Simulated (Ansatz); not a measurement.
# Property card for Co

Theory: DFT r2SCAN, scalar-relativistic, plane waves, PAW (Ansatz 0.2.0).

Cutoff 500 eV; k points 20×20×20 on the computed 1-atom cell (Γ-centred); Gaussian smearing, width 0.10 eV; collinear spin from starting moments 2.14 μB.

The structure is relaxed at this level of theory with its symmetry kept. This fcc form isn't the element's structure at ambient conditions.

```
Co
1.0
     0.00000    1.75622    1.75622
     1.75622    0.00000    1.75622
     1.75622    1.75622    0.00000
Co
1
Direct
  0.00000 0.00000 0.00000
```

Q: Formation energy from the elements' standard states (uncorrected)?

A: -0.030 eV/atom.

Q: Density of states at the Fermi level?

A: 0.62 states/eV per cell.

Q: Löwdin character within 0.5 eV of the Fermi level?

A: Co 3d 88 %, Co 4s 8 %, unprojected 4 %.

Q: Bulk modulus?

A: 217 GPa.

Q: Its pressure derivative?

A: 4.6.

Q: Bader charges (e)?

A: Co (1 in the cell) 0.00.

Q: Total moment?

A: 1.84 μB per cell.

Q: Site moments (μB; atoms counted from 1 over the whole cell)?

A: Co (atom 1) 1.94.

The state reached may not be the lowest one.

Only this magnetic start was tried.

Cost: 6 runs of about 3.4 core-minutes in all, on Arm Neoverse V1 (shared hosts).